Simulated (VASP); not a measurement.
# SnO2 (Pmmm) in VASP: further runs

One crystal, SnO2, is run at these levels: PW91, PBE; tasks: relaxation of cell and atoms.

All numbers are computed with VASP 6.6.1; they aren't measurements. Logs are shortened: lines on timing, memory, paths and dates and some standing lists are left out, and cuts for length are marked.

## (1) Starting point

It takes space group Pmmm (No. 47, orthorhombic). The conventional cell has a = 3.023 Å, b = 4.965 Å, c = 5.977 Å, α = 90.00°, β = 90.00°, γ = 90.00°. Sn (site symmetry mmm) is surrounded by 4 O at 2.02 Å. O (site symmetry mm2) has 2 Sn at 2.02 Å as nearest neighbours.

The cell was built by a generator and needn't be a form met in nature.

## (2) Relaxation of cell and atoms, PW91

INCAR reads:

```
SYSTEM = SnO2
PREC     = Accurate       ! precision mode
ENCUT    = 600            ! plane-wave cutoff, eV
EDIFF    = 1E-6           ! SCF threshold, eV
ISMEAR   = -1             ! smearing method
SIGMA    = 0.05           ! smearing width, eV
LREAL    = .False.        ! projectors in reciprocal space
LASPH    = .True.         ! aspherical terms in the spheres
NELM     = 80             ! most SCF steps
ALGO     = Normal         ! electronic algorithm
ISIF     = 3              ! what is computed and relaxed
LWAVE    = .False.        ! write WAVECAR
LCHARG   = .False.        ! write CHGCAR
GGA      = 91             ! functional
IBRION   = 2              ! ionic algorithm
NSW      = 60             ! ionic steps
EDIFFG   = -0.01          ! ionic threshold
```

KPOINTS reads:

```
Automatic mesh
0
Gamma
  9 6 5
  0 0 0
```

POSCAR reads:

```
SnO2
1.0
    3.0232700000      0.0000000000      0.0000000000
    0.0000000000      4.9646800000      0.0000000000
    0.0000000000      0.0000000000      5.9769600000
Sn O
1 2
Direct
    0.5000000000      0.5000000000      0.0000000000
    0.0000000000      0.5000000000      0.7757200000
    0.0000000000      0.5000000000      0.2242800000
```

Potentials or basis: VASP PAW PBE potentials, release 64 (Sn_d, O).

Command:

```console
cat potpaw_PBE.64/Sn_d/POTCAR potpaw_PBE.64/O/POTCAR > POTCAR
mpirun -np 1 vasp_std > vasp.out
```

OUTCAR:

```text
SYSTEM = SnO2
   PREC = Accurate
   ENCUT = 600
   EDIFF = 1E-6
   ISMEAR = -1
   LREAL = .False.
   LASPH = .True.
   NELM = 80
   ISIF = 3
   GGA = 91
   IBRION = 2
   NSW = 60
   EDIFFG = -0.01

 ion  position               nearest neighbor table
   1  0.500  0.500  0.000-   2 2.02   3 2.02   2 2.02   3 2.02
   2  0.000  0.500  0.776-   1 2.02   1 2.02
   3  0.000  0.500  0.224-   1 2.02   1 2.02

  LATTYP: Found a simple orthorhombic cell.
 ALAT       =     3.0232700000
 B/A-ratio  =     1.6421556791
 C/A-ratio  =     1.9769851849

  Lattice vectors:

 A1 = (   3.0232700000,   0.0000000000,   0.0000000000)
 A2 = (   0.0000000000,   4.9646800000,   0.0000000000)
 A3 = (   0.0000000000,   0.0000000000,   5.9769600000)

Analysis of symmetry for initial positions (statically):
=====================================================================
 Subroutine PRICEL returns:
 Original cell was already a primitive cell.

 Routine SETGRP: Setting up the symmetry group for a
 simple orthorhombic supercell.

 Subroutine GETGRP returns: Found  8 space group operations
 (whereof  8 operations were pure point group operations)
 out of a pool of  8 trial point group operations.

The static configuration has the point symmetry D_2h.

Analysis of symmetry for dynamics (positions and initial velocities):
=====================================================================
 Subroutine PRICEL returns:
 Original cell was already a primitive cell.

 Routine SETGRP: Setting up the symmetry group for a
 simple orthorhombic supercell.

 Subroutine GETGRP returns: Found  8 space group operations
 (whereof  8 operations were pure point group operations)
 out of a pool of  8 trial point group operations.

The dynamic configuration has the point symmetry D_2h.

 Subroutine INISYM returns: Found  8 space group operations
 (whereof  8 operations are pure point group operations),
 and found     1 'primitive' translations

----------------------------------------------------------------------------------------

                                     Primitive cell

  volume of cell :      89.7116

  direct lattice vectors                    reciprocal lattice vectors
     3.023270000  0.000000000  0.000000000     0.330767679  0.000000000  0.000000000
     0.000000000  4.964680000  0.000000000     0.000000000  0.201422851  0.000000000
     0.000000000  0.000000000  5.976960000     0.000000000  0.000000000  0.167309134

  length of vectors
     3.023270000  4.964680000  5.976960000     0.330767679  0.201422851  0.167309134

  position of ions in fractional coordinates (direct lattice)
     0.500000000  0.500000000  0.000000000
     0.000000000  0.500000000  0.775720000
     0.000000000  0.500000000  0.224280000

  ion indices of the primitive-cell ions
   primitive index   ion index
                 1           1
                 2           2
                 3           3

----------------------------------------------------------------------------------------

 KPOINTS: Automatic mesh

Automatic generation of k-mesh.
 Grid dimensions read from file:
 generate k-points for:    9    6    5

 Generating k-lattice:

  Cartesian coordinates                     Fractional coordinates (reciprocal lattice)
     0.036751964  0.000000000  0.000000000     0.111111111  0.000000000  0.000000000
     0.000000000  0.033570475  0.000000000     0.000000000  0.166666667  0.000000000
     0.000000000  0.000000000  0.033461827     0.000000000  0.000000000  0.200000000

  Length of vectors
     0.036751964  0.033570475  0.033461827

  Shift w.r.t. Gamma in fractional coordinates (k-lattice)
     0.000000000  0.000000000  0.000000000

 Subroutine IBZKPT returns following result:
 ===========================================

 Found     60 irreducible k-points:

 Following reciprocal coordinates:
            Coordinates               Weight
  0.000000  0.000000  0.000000      1.000000
  0.111111  0.000000  0.000000      2.000000
  0.222222  0.000000  0.000000      2.000000
  0.333333  0.000000  0.000000      2.000000
  0.444444  0.000000  0.000000      2.000000
  0.000000  0.166667  0.000000      2.000000
[... 16 lines left out ...]
  0.222222  0.000000  0.200000      4.000000
  0.333333  0.000000  0.200000      4.000000
 [... further k-points ...]
   k-points           NKPTS =     60   k-points in BZ     NKDIM =     60   number of bands    NBANDS=     17
   number of dos      NEDOS =    301   number of ions     NIONS =      3
   total plane-waves  NPLWV =  46080
   dimension x,y,z NGX =    24 NGY =   40 NGZ =   48
   dimension x,y,z NGXF=    48 NGYF=   80 NGZF=   96
   ions per type =               1   2
   NGX,Y,Z   is equivalent  to a cutoff of  13.20, 13.39, 13.35 a.u.
   NGXF,Y,Z  is equivalent  to a cutoff of  26.39, 26.79, 26.70 a.u.
 SYSTEM =  SnO2
   PREC   = accura    normal or accurate (medium, high low for compatibility)
   ISTART =      0    job   : 0-new  1-cont  2-samecut
   ICHARG =      2    charge: 1-file 2-atom 10-const
   ISPIN  =      1    spin polarized calculation?
   LNONCOLLINEAR =      F non collinear calculations
   LSORBIT =      F    spin-orbit coupling
   LASPH  =      T    aspherical Exc in radial PAW
   ENCUT  =  600.0 eV  44.10 Ry    6.64 a.u.   6.04  9.92 11.94*2*pi/ulx,y,z
   NELM   =     80;   NELMIN=  2; NELMDL= -5     # of ELM steps
   EDIFF  = 0.1E-05   stopping-criterion for ELM
   LREAL  =      F    real-space projection
   EDIFFG = -.1E-01   stopping-criterion for IOM
   NSW    =     60    number of steps for IOM
   IBRION =      2    ionic relax: 0-MD 1-quasi-New 2-CG
   NFREE  =      1    steps in history (QN), initial steepest desc. (CG)
   ISIF   =      3    stress and relaxation
   ISYM   =      2    0-nonsym 1-usesym 2-fastsym
   POTIM  = 0.5000    time-step for ionic-motion
   TEBEG  =    0.0;   TEEND  =   0.0 temperature during run
   PSTRESS=    0.0 pullay stress
   NELECT =      26.0000    total number of electrons
   NUPDOWN=      -1.0000    fix difference up-down
   EMIN   =  10.00;   EMAX   =-10.00  energy-range for DOS
   EFERMI =   0.00;   METHOD = LEGACY
   ISMEAR =    -1;   SIGMA  =   0.05  broadening in eV -4-tet -1-fermi 0-gaus
   EFERMI_NEDOS =   21; number of points for ismear=-14 and -15
   IALGO  =     38    algorithm
   IMIX   =      4    mixing-type and parameters
     AMIX     =   0.40;   BMIX     =  1.00
     AMIX_MAG =   1.60;   BMIX_MAG =  1.00
  volume/ion in A,a.u.               =      29.90       201.80
  Fermi-wavevector in a.u.,A,eV,Ry     =   1.083386  2.047302 15.969492  1.173725
  Thomas-Fermi vector in A             =   2.219450
   LORBIT       =      0    0 simple, 1 ext, 2 COOP (PROOUT), +10 PAW based schemes
   GGA     = 91    functional components
   LHFCALC =     F    Hartree Fock is set to
   AEXX    =    0.0000 exact exchange contribution
   IVDW    =     0    specifies the selected vdW correction
   LEPSILON=     F    determine dielectric tensor
   LRPA    =     F    only Hartree local field effects (RPA)
 conjugate gradient relaxation of ions
 non-spin polarized calculation
  energy-cutoff  :      600.00
  volume of cell :       89.71
 maximum number of plane-waves:      3022
   NGX = 13   NGY = 19   NGZ = 23

--------------------------------------- Ionic step        1  -------------------------------------------

 number of electron      25.9999999 magnetization

 Free energy of the ion-electron system (eV)
  ---------------------------------------------------
  ext. energy  EPLUGINS =         0.00000000
  ---------------------------------------------------
  free energy    TOTEN  =       -16.25801691 eV

  energy without entropy =      -16.25801681  energy(sigma->0) =      -16.25801686

------------------------ aborting loop because EDIFF is reached ----------------------------------------

  FORCE on cell =-STRESS in cart. coord.  units (eV):
  Direction    XX          YY          ZZ          XY          YZ          ZX
  --------------------------------------------------------------------------------------
  -------------------------------------------------------------------------------------
  Total        0.5933780      0.2257134      0.4044176     -0.0000000      0.0000000      0.0000000
  in kB       10.5972571      4.0310607      7.2225746     -0.0000000      0.0000000      0.0000000
  external PRESSURE =       7.2836308 kB  Pullay stress =       0.0000000 kB
[... 92 lines left out ...]
  FREE ENERGIE OF THE ION-ELECTRON SYSTEM (eV)
  ---------------------------------------------------
  free  energy   TOTEN  =       -16.2597763758 eV

  energy  without entropy=      -16.2597762646  energy(sigma->0) =      -16.25977632

[... ionic steps 4 to 27 ...]

--------------------------------------- Ionic step       28  -------------------------------------------

 number of electron      26.0000027 magnetization

------------------------ aborting loop because EDIFF is reached ----------------------------------------

  FORCE on cell =-STRESS in cart. coord.  units (eV):
  Direction    XX          YY          ZZ          XY          YZ          ZX
  --------------------------------------------------------------------------------------
  -------------------------------------------------------------------------------------
  Total       -0.0547828      0.0083694     -0.0782033      0.0000000      0.0000000      0.0000000
  in kB       -0.7986180      0.1220081     -1.1400389      0.0000000      0.0000000      0.0000000
  external PRESSURE =      -0.6055496 kB  Pullay stress =       0.0000000 kB
[... 59 lines left out ...]
  energy  without entropy=      -16.2858991722  energy(sigma->0) =      -16.28589918

--------------------------------------- Ionic step       30  -------------------------------------------

 number of electron      26.0000023 magnetization

 Free energy of the ion-electron system (eV)
  ---------------------------------------------------
  ext. energy  EPLUGINS =         0.00000000
  ---------------------------------------------------
  free energy    TOTEN  =       -16.28597036 eV

  energy without entropy =      -16.28597035  energy(sigma->0) =      -16.28597035

 E-fermi :  -1.6011     XC(G=0):  -5.7024

 val. band max:       -2.4632631488   @ k =   0.4444   0.5000   0.0000
 cond. band min:      -0.8616344187   @ k =   0.0000   0.0000   0.0000
 fundamental gap:      1.6016287300
 Fermi energy:        -1.6011465922

 k-point     1 :       0.0000    0.0000    0.0000
  band No.  band energies     occupation
      1     -23.6417      2.00000
      2     -22.9272      2.00000
      3     -22.8425      2.00000
      4     -22.7358      2.00000
      5     -22.7237      2.00000
      6     -19.4162      2.00000
[... 9 lines left out ...]
     16       3.7003      0.00000
     17       3.9579      0.00000
[... 443 lines left out ...]
      1     -23.4466      2.00000
      2     -23.2058      2.00000
      3     -22.9541      2.00000
      4     -22.9074      2.00000
      5     -22.5419      2.00000
      6     -19.3055      2.00000
[... 9 lines left out ...]
     16       4.3636      0.00000
     17       5.9622      0.00000

 [... further k-points ...]
[... 5 lines left out ...]
  --------------------------------------------------------------------------------------
  -------------------------------------------------------------------------------------
  Total       -0.0231014      0.0125656      0.0011038      0.0000000      0.0000000      0.0000000
  in kB       -0.3366505      0.1831154      0.0160859      0.0000000      0.0000000      0.0000000
  external PRESSURE =      -0.0458164 kB  Pullay stress =       0.0000000 kB
[... 18 lines left out ...]
  FREE ENERGIE OF THE ION-ELECTRON SYSTEM (eV)
  ---------------------------------------------------
  free  energy   TOTEN  =       -16.2859703562 eV

  energy  without entropy=      -16.2859703478  energy(sigma->0) =      -16.28597035

 reached required accuracy - stopping structural energy minimisation
```

Wall time 11 min (1 thread of Intel Xeon 6975P-C (Granite Rapids), shared host); peak memory 0.27 GiB.

What came out:

| Item | Value |
| --- | --- |
| Free energy | -16.2860 eV |
| Relaxed volume | 36.65 Å³/atom |
| Relaxed cell | a = 3.035 Å, b = 5.666 Å, c = 6.394 Å, α = 90.00°, β = 90.00°, γ = 90.00° |
| Space group after relaxing (to 0.05 Å) | Pmmm (No. 47) |
| Energy gained by relaxing | 9.3 meV/atom |
| Ionic steps | 30 |
| Pressure after relaxing | 0.0 GPa |
| Largest force after relaxing | 0.009 eV/Å |
| Band gap on the k mesh | 1.60 eV, indirect (least direct gap 2.07 eV) |

Forces on the atoms (eV/Å):
```
Sn   0.000  0.000  0.000
O    0.000  0.000  0.009
O    0.000  0.000 -0.009
```

Step by step:
```
step  energy change (eV)  largest force (eV/Å)  pressure (GPa)  volume (Å³)
   1              0.0000                0.0762            0.73        89.71
   2              0.0032                0.3027           -0.86        91.49
   3             -0.0018                0.0692            0.11        90.37
   4             -0.0028                0.0474            0.11        90.82
   5             -0.0053                0.0184            0.12        92.18
   6             -0.0073                0.1542            0.13        94.92
   7             -0.0076                0.1530            0.13        95.05
   8             -0.0085                0.1499            0.12        95.44
   9             -0.0101                0.1432            0.11        96.23
  10             -0.0133                0.1306            0.09        97.82
  11             -0.0188                0.1078            0.06       101.04
  12             -0.0260                0.0687           -0.01       107.58
  13             -0.0089                0.0203           -0.33       121.16
  14             -0.0264                0.0916            0.03       109.18
  15             -0.0266                0.0839            0.00       110.70
  16             -0.0275                0.0029           -0.03       109.87
  17             -0.0276                0.0219           -0.04       109.62
  18             -0.0276                0.0191           -0.05       109.64
  19             -0.0276                0.0022            0.05       109.52
  20             -0.0276                0.0059            0.02       109.57
  21             -0.0276                0.0071            0.01       109.57
  22             -0.0276                0.0116            0.03       109.58
  23             -0.0277                0.0188            0.04       109.60
  24             -0.0277                0.0196            0.04       109.61
  25             -0.0277                0.0210            0.02       109.63
  26             -0.0277                0.0241            0.02       109.67
  27             -0.0278                0.0294           -0.01       109.75
  28             -0.0278                0.0408           -0.06       109.90
  29             -0.0279                0.0330           -0.05       109.91
  30             -0.0280                0.0092            0.00       109.94
```

Final structure:
```cif
data_structure
_symmetry_space_group_name_H-M 'P 1'
_symmetry_Int_Tables_number 1
_cell_length_a 3.0348
_cell_length_b 5.6659
_cell_length_c 6.3940
_cell_angle_alpha 90.000
_cell_angle_beta 90.000
_cell_angle_gamma 90.000
_cell_volume 109.94
loop_
_atom_site_label
_atom_site_type_symbol
_atom_site_fract_x
_atom_site_fract_y
_atom_site_fract_z
_atom_site_occupancy
Sn1 Sn 0.50000 0.50000 0.00000 1
O1 O 0.00000 0.50000 0.78995 1
O2 O 0.00000 0.50000 0.21005 1
```

Caveat: the volume moved by over 15 % at a fixed basis, so the end points are rough; the PAW data sets were made with another functional, which shifts forces and pressure a little; spin-orbit coupling is left out, which moves the levels of the heavy elements; an odd mesh through Γ misses points on the zone boundary, where band edges often lie.

(Continued in part 2 of 2.)
